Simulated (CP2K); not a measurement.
# AlAu2 under changes of volume

One of the cells (16.388 Å³/atom); the others are scaled copies at fixed shape and fractional positions:

```
Au Al
1.0
     4.99397    0.00000    0.00000
     2.75611    4.16457    0.00000
    -3.87504   -2.08229    2.36388
Au Al
2 1
Direct
  0.34373 0.34373 0.00000
  0.65627 0.65627 0.00000
  0.00000 0.00000 0.00000
```

The cell comes from a database or a generator and needn't be the stable form of this composition.

```yaml
Program: CP2K 2026.2
Functional: PBEsol
Potentials_or_basis: POTENTIAL_UZH Au GTH-PBE-q11, Al GTH-PBE-q3; TZVP-MOLOPT-PBE-GTH basis
Density_cutoff: 6803 eV
k_mesh: 11 × 11 × 11
Occupations: fermi-dirac, width 0.05 eV
Spin: no spin polarisation
```

```tsv
volume (Å³/atom)	energy over the lowest point (meV/atom)	pressure (GPa)	largest force (eV/Å)
15.405	?	?	?
15.732	26.92	10.0	0.191
16.060	10.68	6.1	0.157
16.388	2.01	2.6	0.125
16.716	0.00	-0.5	0.095
17.043	3.85	-3.2	0.067
17.371	12.82	-5.5	0.041
```

Question: What does the run at 15.405 Å³/atom give?

Answer: Energy over the lowest point 51.73 meV/atom; pressure 14.4 GPa; largest force 0.226 eV/Å.

Worked out: A Birch-Murnaghan fit of order 3 (a polynomial in V^(-2/3)) to the other rows has its minimum at 16.66 Å³/atom with B0 = V·E''(V) = 148 GPa and B' = 5.6 at fixed shape and positions, which overstates the stiffness. It gives 51.70 meV/atom at 15.405 Å³/atom, against the run's 51.73, and -dE/dV = 14.4 GPa, against 14.4.

Energies are extrapolated to zero smearing.

Caveats: with these potentials and basis sets, volumes of gold and of layered tellurides can stand 1.5 % and more from those of plane-wave programs; the potentials were made for another functional, which shifts forces and pressure; the basis of atomic orbitals isn't converged, which shifts pressures, moduli and gaps.
